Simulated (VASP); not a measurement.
Set up this calculation in VASP 6.6.1, as the native input.

| Quantity | Value |
| --- | --- |
| Task | relaxation of cell and atoms |
| Functional | AM05 |
| Potentials or basis | VASP PAW PBE potentials, release 64 (B, N) |
| Cutoff | 600 eV |
| k mesh | 14 × 14 × 14 |
| Occupations | gaussian, width 0.03 eV |
| Spin | no spin polarisation |
| Further INCAR settings | ALGO = Normal; EDIFF = 1e-07; IBRION = 2; EDIFFG = -0.005; NSW = 90; ISIF = 3 |

The structure of BN (Qingsongite) lies in POSCAR:

```
BN                                      
1.0
   -0.0000000000      1.8023401134      1.8023401134
    1.8023401134      0.0000000000      1.8023401134
    1.8023401134      1.8023401134      0.0000000000
  B               N             
     1     1
Direct
     0.0000000000000000    0.0000000000000000    0.0000000000000000
     0.2500000000000000    0.2500000000000000    0.2500000000000000
```

The input as run:

INCAR

```
SYSTEM = BN
ALGO = Normal ; EDIFF = 1E-7
EDIFFG = -0.005 ; ENCUT = 600
GGA = AM ; IBRION = 2
ISIF = 3 ; ISMEAR = 0
LASPH = .True. ; LCHARG = .False.
LREAL = .False. ; LWAVE = .False.
NELM = 80 ; NSW = 90
PREC = Accurate ; SIGMA = 0.03
```

KPOINTS

```
k-points
0
Gamma
  14 14 14
  0 0 0
```

Potentials or basis: VASP PAW PBE potentials, release 64 (B, N).

Run with:

```console
$ cat potpaw_PBE.64/B/POTCAR potpaw_PBE.64/N/POTCAR > POTCAR
$ mpirun -np 1 vasp_std > vasp.out
```

Results of the run:

```yaml
Pressure_after_relaxing: 0.0 GPa
Band_gap_on_the_k_mesh: 4.30 eV, indirect (least direct gap 8.78 eV)
```

Caveat: the relaxation stopped at its first step, so nothing moved; the PAW data sets were made with another functional, which shifts forces and pressure a little.

Wall time 5.4 s on 1 thread of Intel(R) Xeon(R) 6975P-C (Granite Rapids), on a shared host, peak memory 0.12 GiB.
